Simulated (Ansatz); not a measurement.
# TlCrF4: the cost of one run

Computed with Ansatz 0.2.0 (DFT PBE, scalar-relativistic, plane waves, PAW, unless a step names another level, unless a step's input says otherwise).

3 further runs of the same task are left out: 1 that didn't finish, 2 set aside as unsound or not needed.

## 1. Starting point

The structure is orthorhombic, space group Pmmm (No. 47). Conventional cell: a = 3.850 Å, b = 3.868 Å, c = 6.584 Å, α = 90.00°, β = 90.00°, γ = 90.00°. Around Cr (site symmetry mmm) lie 6 F at 1.90 to 1.93 Å. Around Tl (site symmetry mmm) lie 8 F at 3.06 Å. F (site symmetry mm2) is surrounded by 1 Cr at 1.90 Å. F (site symmetry mmm) has 2 Cr at 1.92 Å as nearest neighbours. Around F (site symmetry mmm) lie 2 Cr at 1.93 Å.

Structure file:

```cif
data_structure
_symmetry_space_group_name_H-M 'Pmmm'
_symmetry_Int_Tables_number 47
_cell_length_a 3.8497
_cell_length_b 3.8677
_cell_length_c 6.5838
_cell_angle_alpha 90.000
_cell_angle_beta 90.000
_cell_angle_gamma 90.000
_cell_volume 98.03
loop_
_atom_site_label
_atom_site_type_symbol
_atom_site_symmetry_multiplicity
_atom_site_Wyckoff_symbol
_atom_site_fract_x
_atom_site_fract_y
_atom_site_fract_z
_atom_site_occupancy
Cr1 Cr 1 h 0.50000 0.50000 0.50000 1
Tl1 Tl 1 a 0.00000 0.00000 0.00000 1
F1 F 2 t 0.50000 0.50000 0.78875 1
F2 F 1 g 0.00000 0.50000 0.50000 1
F3 F 1 d 0.50000 0.00000 0.50000 1
```

It came out lowest among 20 distinct ends of the trial cells. At a tolerance of 0.02 Å it has space group P4/mmm (No. 123). Site moments: 2.3 0.0 0.0 0.0 0.0 0.0 -2.3 0.0 0.0 0.0 0.0 0.0 μB.

## 2. Relaxing to 0.001 eV/Å, on the response runs' mesh and smearing

File input.yaml:

```yaml
crystal:
  lattice:
    - [3.8676586612, 0.0, 0.0]
    - [0.0, 7.6994311704, 0.0]
    - [0.0, 0.0, 6.5838025006]
  atoms:
    - { symbol: Cr, position: [0.5, 0.25, 0.5], spin: 2.56 }
    - { symbol: Tl, position: [0.0, 0.0, 0.0] }
    - { symbol: F, position: [0.5, 0.25, 0.7887512816] }
    - { symbol: F, position: [0.5, 0.25, 0.2112487184] }
    - { symbol: F, position: [0.5, 1.0, 0.5] }
    - { symbol: F, position: [0.0, 0.25, 0.5] }
    - { symbol: Cr, position: [0.5, 0.75, 0.5], spin: -2.56 }
    - { symbol: Tl, position: [0.0, 0.5, 0.0] }
    - { symbol: F, position: [0.5, 0.75, 0.7887512816] }
    - { symbol: F, position: [0.5, 0.75, 0.2112487184] }
    - { symbol: F, position: [0.5, 0.5, 0.5] }
    - { symbol: F, position: [0.0, 0.75, 0.5] }
basis:
  ecutwfc: 420
kpoints:
  mp_grid: { grid: [10, 5, 6] }
hamiltonian:
  xc: pbe
scf:
  occupations: { method: gaussian, width: 0.02 }
output:
  forces: true
  stress: true
  eigenvalues: true
  populations: true
magnetization:
  spin_polarized: true
relax:
  adjacent_minimum: "off"
  f_tol: 0.001
  max_steps: 60
  cell: { stress_tol: 0.01 }
```

Run with:

```
$ ansatz run input.yaml --threads 3 --pin off --max-ram 7680MiB --backend cpu --events-out ev --progress --plain --runs-dir out
```

What time and memory should one allow on 3 threads of Intel Xeon 6975P-C (Granite Rapids), shared host?

About 79 s, with a peak of 1.5 GiB.
